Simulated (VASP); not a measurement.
A run of VASP 6.6.1:

Contents of INCAR:

```
PREC = Accurate ; ENCUT = 600
EDIFF = 1E-7 ; ISMEAR = 1
SIGMA = 0.1 ; LREAL = F
LASPH = T ; NELM = 80
ALGO = Normal ; ISIF = 2
LWAVE = F ; LCHARG = F
GGA = PE ; IBRION = 2
NSW = 40 ; EDIFFG = -0.01
```

File KPOINTS:

```
Automatic mesh
0
Gamma
  16 16 16
```

File POSCAR:

```
Rh                                      
1.0
    0.0000000000      1.9399223659      1.9399223659
    1.9399223659      0.0000000000      1.9399223659
    1.9399223659      1.9399223659      0.0000000000
  Rh            
     1
Direct
     0.0000000000000000    0.0000000000000000    0.0000000000000000
```

Potentials or basis: VASP PAW PBE potentials, release 64 (Rh_pv).

The run is started by

```sh
$ cat potpaw_PBE.64/Rh_pv/POTCAR > POTCAR
$ mpirun -np 1 vasp_std > vasp.out
```

Hardware: 1 thread of Intel(R) Xeon(R) Platinum 8488C (Sapphire Rapids) (shared host).

How long does it take, and how much memory?

Wall time 15 s on 1 thread of Intel(R) Xeon(R) Platinum 8488C (Sapphire Rapids), on a shared host, peak memory 0.16 GiB. Counts: scf iterations 12, k points 145, ion steps 1.
